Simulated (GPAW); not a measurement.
# AlN (P6_3mc) in GPAW: further runs, part 2 of 2

GPAW 26.7.0. Earlier steps stand in the parts before.

## (3) Dielectric tensor, PBE

run.py

```python
import numpy as np
from ase import Atoms
from ase.dft.bandgap import bandgap
from ase.io import write
from gpaw import GPAW, PW
from gpaw.response.df import DielectricFunction

atoms = Atoms(['Al', 'Al', 'N', 'N'],
              cell=[[3.113, 0.0, 0.0],
                    [-1.5565, 2.695937082, 0.0],
                    [0.0, 0.0, 4.981]],
              scaled_positions=[[0.6666666667, 0.3333333333, 0.5],
                                [0.3333333333, 0.6666666667, 0.0],
                                [0.6666666667, 0.3333333333, 0.88],
                                [0.3333333333, 0.6666666667, 0.38]],
              pbc=True)

calc = GPAW(mode=PW(600),
            xc='PBE',
            kpts={'size': (8, 8, 5), 'gamma': True},
            occupations={'name': 'fermi-dirac', 'width': 0.001},
            nbands=18,
            convergence={'density': 1e-06},
            maxiter=150,
            txt='gpaw.txt')
atoms.calc = calc
energy = atoms.get_potential_energy()
calc.write('gs.gpw')
write('result.traj', atoms)
print(f'Energy: {energy:.6f} eV')
print('Fermi level:', round(calc.get_fermi_level(), 4), 'eV')
print(f'Gap: {bandgap(calc)[0]:.4f} eV, direct: {bandgap(calc, direct=True)[0]:.4f} eV')

for size in [(12, 12, 7), (17, 17, 10)]:
    name = 'x'.join(str(n) for n in size)
    dense = calc.fixed_density(kpts={'size': size, 'gamma': True},
                               nbands=54, convergence={'bands': 48, 'eigenstates': 1e-7},
                               update_fermi_level=True, txt=f'dense-{name}.txt')
    dense.write(f'{name}.gpw', mode='all')
    df = DielectricFunction(f'{name}.gpw', frequencies=np.array([0.0]), hilbert=False, eta=0.001,
                            ecut=80, nbands=48, intraband=False, txt=f'df-{name}.txt')
    for xc in ['RPA', 'ALDA', 'LR0.1']:
        for direction in ['x', 'y', 'z', [0, 1, 1], [1, 0, 1], [1, 1, 0]]:
            e0, e = df.get_macroscopic_dielectric_constant(xc=xc, direction=direction)
            print(f'{name} {xc} {direction}: {e0:.4f} without, {e:.4f} with local fields')
```

Potentials or basis: GPAW PAW data sets (gpaw-data 1.2.1), pw.

Started as:

```
OMP_NUM_THREADS=1 python run.py
```

gpaw.txt:

```text
__  _  _
 | _ |_)|_||  |
 |__||  | ||/\| - 26.7.0

Input parameters:
  mode=PW(ecut=600.0),
  convergence={'density': 1e-06},
  kpts=MonkhorstPack(size=(8, 8, 5), gamma=True),
  maxiter=150,
  nbands=18,
  occupations=Occupations(name='fermi-dirac', width=0.001),
  xc=XC(name='PBE')

Diagonalizing LCAO Hamiltonian
Converting LCAO to pw mode

           N

           Al
        N

        Al

Atoms  # Å, Bohr magnetons
|   | symbol |         x |        y |        z |    initial magnetic moments |
|---|--------|-----------|----------|----------|-----------------------------|
| 0 |     Al |  1.556500 | 0.898646 | 2.490500 | ( 0.0000,  0.0000,  0.0000) |
| 1 |     Al | -0.000000 | 1.797291 | 0.000000 | ( 0.0000,  0.0000,  0.0000) |
| 2 |      N |  1.556500 | 0.898646 | 4.383280 | ( 0.0000,  0.0000,  0.0000) |
| 3 |      N | -0.000000 | 1.797291 | 1.892780 | ( 0.0000,  0.0000,  0.0000) |

Unit cell  # Å
| periodic |         x |        y |        z |  lengths |     angles |
|----------|-----------|----------|----------|----------|------------|
|      yes |  3.113000 | 0.000000 | 0.000000 | 3.113000 |  90.000000 |
|      yes | -1.556500 | 2.695937 | 0.000000 | 3.113000 |  90.000000 |
|      yes |  0.000000 | 0.000000 | 4.981000 | 4.981000 | 120.000000 |

Number of symmetries: 6
Symmetry operations  # r_c * U_cc + t_c -> r_c
|   | kind |            matrix            |
|---|------|------------------------------|
| 0 |  σ   |  1, 1, 0,  0,-1, 0,  0, 0, 1 |
| 1 |  E   |  1, 0, 0,  0, 1, 0,  0, 0, 1 |
| 2 |  C3  |  0, 1, 0, -1,-1, 0,  0, 0, 1 |
| 3 |  σ   |  0,-1, 0, -1, 0, 0,  0, 0, 1 |
| 4 |  σ   | -1, 0, 0,  1, 1, 0,  0, 0, 1 |
| 5 |  C3  | -1,-1, 0,  1, 0, 0,  0, 0, 1 |

BZ-sampling:
  Number of BZ points: 320
  Number of IBZ points: 40

  Monkhorst-Pack size: [8, 8, 5]
  Monkhorst-Pack shift: [0.0625, 0.0625, 0.0]

K-points  # in reciprocal-cell coordinates
|     |                                coordinates |     weight |
|-----|--------------------------------------------|------------|
|   0 | (  0.00000000,   0.00000000,   0.00000000) | 0.00312500 |
|   1 | (  0.00000000,   0.00000000,   0.20000000) | 0.00625000 |
|   2 | (  0.00000000,   0.00000000,   0.40000000) | 0.00625000 |
|   3 | (  0.12500000,   0.00000000,  -0.40000000) | 0.01875000 |
|   4 | (  0.12500000,   0.00000000,  -0.20000000) | 0.01875000 |
|   5 | (  0.12500000,   0.00000000,   0.00000000) | 0.01875000 |
|   6 | (  0.12500000,   0.00000000,   0.20000000) | 0.01875000 |
|   7 | (  0.12500000,   0.00000000,   0.40000000) | 0.01875000 |
|   8 | (  0.25000000,  -0.12500000,   0.00000000) | 0.01875000 |
|   9 | (  0.25000000,  -0.12500000,   0.20000000) | 0.03750000 |
| ... |                                            |            |
|  39 | (  0.50000000,   0.50000000,   0.40000000) | 0.01875000 |

Plane wave coefficients: 1418
Cutoff: 600.0 eV

Spin-components: 1 (collinear spins)
Bands:           18
Projectors:      20
Spin-degeneracy: 2
Datatype:        complex128

Parallelization:
  kpt:    1
  domain: 1
  band:   1

Density:
  Valence electrons: 16.0
  Components: 1
  Grid points: [18 18 30]
  Charge: 0.0  # |e|

Potential:
  Grid points: [18 18 30]

species:
  Al:
    name:    Aluminium
    Z:       13.0
    valence: 3
    core:    10
    charge:  0.0  # [|e|]
    compensation charges:
      type: gauss
      rc: 0.34  # [Å]
      lmax: 2
    cutoffs:
      filter: 1.91  # [Å]
      core: 2.36  # [Å]
    projectors
    | kind |    occ | energy [eV] | rcut [Å] |
    |------|--------|-------------|----------|
    |   3s |  2.000 |      -7.753 |    1.085 |
    |   3p |  1.000 |      -2.712 |    1.085 |
    |    s |        |      19.459 |    1.085 |
    |    p |        |      24.499 |    1.085 |
    |    d |        |       0.000 |    1.085 |

    Using partial waves for Al as LCAO basis

  N:
    name:    Nitrogen
    Z:       7.0
    valence: 5
    core:    2
    charge:  0.0  # [|e|]
    compensation charges:
      type: gauss
      rc: 0.18  # [Å]
      lmax: 2
    cutoffs:
      filter: 1.11  # [Å]
      core: 0.96  # [Å]
    projectors
    | kind |    occ | energy [eV] | rcut [Å] |
    |------|--------|-------------|----------|
    |   2s |  2.000 |     -18.583 |    0.603 |
    |   2p |  3.000 |      -7.089 |    0.529 |
    |    s |        |       8.629 |    0.603 |
    |    p |        |      20.123 |    0.529 |
    |    d |        |       0.000 |    0.577 |

    Using partial waves for N as LCAO basis

Reference energy: -16170.289538  # eV

eigensolver:
  PPCG
  Converge bands: occupied
  niter=2

density mixing:
  MSR1-Mixer
  Pratt-step length: 0.05
  Maximum mixing coefficient: 0.75
  Old densities: 10
  SVD Regularization: 0.005
  Good broyden scale: 1.0
  Trust region scale: 1.0
  Backstep threshold: 4.0
  History deletion threshold: 6.0
  Fourier metric: weight=20.0, sigma=0.015

occupation numbers:
  Fermi-Dirac:
    width: 0.0010  # eV

poisson solver:
  ecut: 4800.0  # eV

xc functional:
  name: PBE with 2 nearest neighbor stencil

convergence criteria:
- Maximum integral of absolute [dens]ity change: 1e-06 electrons / valence electron
- Maximum [total energy] change in last 3 cyles: 0.0005 eV / valence electron
- Maximum integral of absolute [eigenst]ate change: 4e-08 eV^2 / valence electron
maximum number of iterations: 150

SCF iterations
|iter     | |      energy | eigst |  dens |
|---------|-|-------------|-------|-------|
|iter:   1| |  -33.297803 | -0.28 |       |
|iter:   2| |  -32.278891 | -2.07 | -0.55 |
|iter:   3| |  -29.333775 | -0.76 | -0.60 |
|iter:   4| |  -29.356800 | -2.90 | -1.24 |
|iter:   5| |  -29.369515 | -3.42 | -1.54 |
|iter:   6| |  -29.369618 | -5.26 | -2.75 |
|iter:   7| |  -29.369640c| -6.39 | -3.14 |
|iter:   8| |  -29.369640c| -7.90c| -4.32 |
|iter:   9| |  -29.369640c| -7.59c| -4.59 |
|iter:  10| |  -29.369640c| -8.26c| -4.95 |
|iter:  11| |  -29.369640c| -9.57c| -5.82 |
|iter:  12| |  -29.369640c|-10.52c| -6.23c|

Converged in 12 steps
Energy contributions relative to reference atoms: (reference = -16170.289538)

Energy contributions:
  Kinetic:          32.379192
  Coulomb:         -27.318300
  Zero:             -0.036094
  External:          0.000000
  Xc:              -34.394438
  Entropy:          -0.000000
  Spinorbit:         0.000000
  ----------------------------
  Free energy:     -29.369640
  Extrapolated:    -29.369640

dipole moment: (-0.000000, -0.000001, -6.829184)  # |e|*Ang

Fermi level: 6.490
Eigenvalues  # (at kpt = [0.000, 0.000, 0.000])
| band index |      eig [eV] | occ [0-2] |
|------------|---------------|-----------|
|          0 |        -9.046 |     2.000 |
|          1 |        -6.900 |     2.000 |
|          2 |         0.156 |     2.000 |
|          3 |         5.313 |     2.000 |
|          4 |         5.313 |     2.000 |
|          5 |         5.964 |     2.000 |
|          6 |         5.964 |     2.000 |
|          7 |         6.147 |     2.000 |
|          8 |        10.346 |     0.000 |
|          9 |        12.797 |     0.000 |
|         10 |        16.768 |     0.000 |
|         11 |        17.297 |     0.000 |
|         12 |        17.297 |     0.000 |
|         13 |        19.290 |     0.000 |
|         14 |        19.301 |     0.000 |
|         15 |        19.302 |     0.000 |
|        ... |               |           |
|         17 |        20.966 |     0.000 |

Gap: 4.199 eV
Transition (v -> c):
  (s=0, k=0, n=7, [0.00, 0.00, 0.00]) -> (s=0, k=0, n=8, [0.00, 0.00, 0.00])
No difference between direct/indirect transitions
# Writing to gs.gpw (mode='')
```

df-12x12x7.txt:

```text
FrequencyGridDescriptor(from 0.000 to 0.000 eV, 1 points)
FrequencyGridDescriptor(from 0.000 to 0.000 eV, 1 points)

Calculating chi0 body with:
    Ground state adapter containing:
    Number of spins: 1
    Number of kpoints: 1008
    Number of irreducible kpoints: 112
    Number of completely occupied states: 8
    Number of partially occupied states: 8

[... 375 lines left out ...]
      (4,1)   0.00000000  0.00000000  yes
      (4,2)   0.00000000  0.00000000  yes
      (4,3)   0.00000000  0.00000000  yes
      (4,4)   0.00000000  0.00000000  yes
      In total: 0.9999998369500439 of the surface norm square is covered on average
      In total: 0.9999998369500439 of the surface norm square could be covered on average

Finished calculating f(G)
Calculating LR kernel with alpha = 0.1
Calculating LR kernel with alpha = 0.1
Calculating LR kernel with alpha = 0.1
Calculating LR kernel with alpha = 0.1
Calculating LR kernel with alpha = 0.1
Calculating LR kernel with alpha = 0.1
```

Run time: 7.5 min. Hardware: 1 thread of Intel Xeon 6975P-C (Granite Rapids), shared host; peak memory 1.2 GiB.

Results:

| Item | Value |
| --- | --- |
| Free energy | -29.3696 eV |
| Band gap on the k mesh | 4.20 eV, direct |
| Electronic dielectric tensor (diagonal) | 4.21, 4.21, 4.39 |

Electronic dielectric tensor:
```
4.21 0.00 0.00
0.00 4.21 0.00
0.00 0.00 4.39
```

Caveat: the long-wavelength limit can be off by a per cent or two; an odd mesh through Γ misses points on the zone boundary, where band edges often lie.

## (4) Equation of state, vdW-DF

run.py

```python
from ase.eos import EquationOfState
from ase.io import Trajectory, read
from ase.units import GPa
from gpaw import GPAW, PW

atoms = read('POSCAR')

traj = Trajectory('eos.traj', 'w')
volumes, energies = [], []
for x in [0.94, 0.96, 0.98, 1.0, 1.02, 1.04, 1.06]:
    a = atoms.copy()
    a.set_cell(atoms.cell * x**(1 / 3), scale_atoms=True)
    calc = GPAW(mode=PW(800),
                xc={'name': 'vdW-DF', 'backend': 'libvdwxc'},
                kpts={'size': (7, 7, 4), 'gamma': True},
                occupations={'name': 'fermi-dirac', 'width': 0.05},
                nbands=18,
                convergence={'density': 1e-05, 'energy': 1e-05},
                maxiter=150,
                txt=f'eos-{x:.2f}.txt')
    a.calc = calc
    energies.append(a.get_potential_energy(force_consistent=True))
    volumes.append(a.get_volume())
    calc.write(f'eos-{x:.2f}.gpw')
    traj.write(a)
    print(f'{x:.2f} {volumes[-1]:10.4f} A^3 {energies[-1]:14.6f} eV', flush=True)

v0, e0, B = EquationOfState(volumes, energies, eos='birchmurnaghan').fit()
print(f'V0 = {v0:.4f} A^3, E0 = {e0:.6f} eV, B0 = {B / GPa:.2f} GPa')
```

POSCAR

```
AlN
1.0
    3.1130000000      0.0000000000      0.0000000000
   -1.5565000000      2.6959370820      0.0000000000
    0.0000000000      0.0000000000      4.9810000000
Al N
2 2
Direct
    0.6666666667      0.3333333333      0.5000000000
    0.3333333333      0.6666666667      0.0000000000
    0.6666666667      0.3333333333      0.8800000000
    0.3333333333      0.6666666667      0.3800000000
```

Started as:

```
OMP_NUM_THREADS=1 python run.py
```

Wall time 94 s (1 thread of AMD EPYC 9R14 (Zen 4), shared host); peak memory 0.4 GiB.

It converged, with:

```
Equilibrium volume                        : 10.95 Å³/atom
Bulk modulus at fixed shape and positions : 183 GPa
Pressure derivative of the bulk modulus   : 4.6
```

Energy against volume, from the lowest point:
| volume (Å³/atom) | energy (meV/atom) |
| --- | --- |
| 9.824 | 80.88 |
| 10.033 | 51.45 |
| 10.242 | 29.50 |
| 10.451 | 13.96 |
| 10.660 | 4.26 |
| 10.869 | 0.00 |
| 11.078 | 0.39 |

Caveat: the cell was scaled at fixed shape and fractional positions, which overstates the stiffness of a crystal with free parameters, most of all of layers and chains; the PAW data sets were made with another functional, which shifts forces and pressure a little.

## (5) Band structure, r2SCAN

run.py

```python
from ase.dft.bandgap import bandgap
from ase.io import read, write
from ase.units import GPa
from gpaw import GPAW, PW

atoms = read('AlN.xyz')

calc = GPAW(mode=PW(800),
            xc='MGGA_X_R2SCAN+MGGA_C_R2SCAN',
            kpts={'size': (7, 7, 4), 'gamma': True},
            occupations={'name': 'fermi-dirac', 'width': 0.05},
            nbands=18,
            convergence={'density': 1e-05, 'energy': 1e-05},
            maxiter=150,
            txt='gpaw.txt')
atoms.calc = calc
energy = atoms.get_potential_energy()
forces = atoms.get_forces()
stress = atoms.get_stress()
calc.write('gs.gpw')
write('result.traj', atoms)
print(f'Energy: {energy:.6f} eV')
print('Forces (eV/A):')
print(forces.round(4))
print('Stress (GPa):', (stress / GPa).round(3))
print('Fermi level:', round(calc.get_fermi_level(), 4), 'eV')
print(f'Gap: {bandgap(calc)[0]:.4f} eV, direct: {bandgap(calc, direct=True)[0]:.4f} eV')

path = atoms.cell.bandpath('GMKGALHA,LM,KH', npoints=60, eps=1e-4)
bs_calc = calc.fixed_density(kpts=path, symmetry='off', nbands=29,
                             convergence={'bands': 'CBM+6.0', 'eigenstates': 1e-6}, txt='bands.txt')
bs = bs_calc.band_structure()
bs.write('bs.json')
print(f'Gap on the path: {bandgap(bs_calc)[0]:.4f} eV')
```

AlN.xyz

```xyz
4
Lattice="3.1130000000 0.0000000000 0.0000000000 -1.5565000000 2.6959370820 0.0000000000 0.0000000000 0.0000000000 4.9810000000" Properties=species:S:1:pos:R:3 pbc="T T T"
Al     1.5565000002      0.8986456939      2.4905000000
Al    -0.0000000002      1.7972913881      0.0000000000
N      1.5565000002      0.8986456939      4.3832800000
N     -0.0000000002      1.7972913881      1.8927800000
```

Started as:

```
OMP_NUM_THREADS=1 python run.py
```

Run time: 87 s. Hardware: 1 thread of AMD EPYC 9R14 (Zen 4), shared host; peak memory 0.33 GiB.

The run converged. Its results:

| Item | Value |
| --- | --- |
| Free energy | -38.1786 eV |
| Pressure | -0.3 GPa |
| Largest force | 0.129 eV/Å |
| Band gap on the k mesh | 4.95 eV, direct |
| Band gap along the path | 4.95 eV, direct |

Forces in eV/Å, atoms in the order of the input:
```
Al   0.000  0.000 -0.122
Al   0.000  0.000 -0.123
N    0.000  0.000  0.129
N    0.000  0.000  0.127
```

Stress tensor (GPa, compression positive):
```
-0.91  0.00  0.00
 0.00 -0.91  0.00
 0.00  0.00  0.84
```

Levels at the corners of the path, in eV from the valence-band top:
```tsv
point	band 4	band 5	band 6	band 7	band 8	band 9	band 10	band 11	band 12
Γ	-0.86	-0.86	-0.19	-0.19	0.00	4.95	7.54	11.62	12.08
M	-4.18	-3.37	-2.12	-1.76	-0.68	6.50	6.59	9.08	11.29
K	-3.76	-3.76	-2.47	-2.40	-2.40	5.74	9.17	10.62	10.62
Γ	-0.86	-0.86	-0.19	-0.19	0.00	4.95	7.54	11.62	12.08
A	-3.35	-0.54	-0.54	-0.54	-0.53	7.26	7.26	11.35	11.35
L	-5.62	-1.47	-1.47	-1.38	-1.38	6.04	6.04	10.19	10.19
H	-4.84	-3.88	-3.88	-0.80	-0.80	8.19	8.19	8.71	8.71
A	-3.35	-0.54	-0.54	-0.54	-0.53	7.26	7.26	11.35	11.35
L	-5.62	-1.47	-1.47	-1.38	-1.38	6.04	6.04	10.19	10.19
M	-4.18	-3.37	-2.12	-1.76	-0.68	6.50	6.59	9.08	11.29
K	-3.76	-3.76	-2.47	-2.40	-2.40	5.74	9.17	10.62	10.62
H	-4.84	-3.88	-3.88	-0.80	-0.80	8.19	8.19	8.71	8.71
```

Caveat: the PAW data sets were made with another functional, which shifts forces and pressure a little.

## (6) Summary

| task | level | k mesh | cutoff (eV) | smearing | response ecut | frequency | extrapolate | qp bands | integrate gamma | mesh quality | gap on the mesh (eV) |
| --- | --- | --- | --- | --- | --- | --- | --- | --- | --- | --- | --- |
| G0W0 quasiparticle levels | PBE | 4 × 4 × 4 | 600 | fermi-dirac 0.001 eV | 100 eV | ppa | yes | 2 | WS | coarse | - |
| dielectric tensor | PBE | 8 × 8 × 5 | 600 | fermi-dirac 0.001 eV | 80 eV | - | - | - | - | not flagged | 4.20 |
| equation of state | vdW-DF | 7 × 7 × 4 | 800 | fermi-dirac 0.05 eV | - | - | - | - | - | not flagged | - |
| band structure | r2SCAN | 7 × 7 × 4 | 800 | fermi-dirac 0.05 eV | - | - | - | - | - | not flagged | 4.95 |

Alike in all rows: potentials or basis GPAW PAW data sets (gpaw-data 1.2.1), pw; no spin polarisation; cell as given.

Caveats: some runs use coarse meshes; the long-wavelength limit can be off by a per cent or two (some runs); the PAW data sets were made with another functional, which shifts forces and pressure a little (some runs); the quasiparticle gap is taken among the few k points that were corrected (some runs); an odd mesh through Γ misses points on the zone boundary, where band edges often lie (some runs); the cell was scaled at fixed shape and fractional positions, which overstates the stiffness of a crystal with free parameters, most of all of layers and chains (some runs).

Total energies depend on the potentials used, so only differences within one code and one set of settings carry meaning.

## (7) How close it comes

Step 3. The gap isn't set beside the deposited one, since this odd mesh misses points on the zone boundary.

Step 5. A measured gap of AlN is 6.034 eV (an exciton energy, a little under the gap; 10 K; quoted in “Self-assembly of well-separated AlN nanowires directly on sputtered metallic TiN films”, 2019, arxiv:1910.07391); the calculated 4.95 eV misses it by -1.09 eV. 2 values of this kind are on record (6.034 to 6.0343 eV); this one was drawn at random. The value is that of r2SCAN, without temperature or zero-point motion.
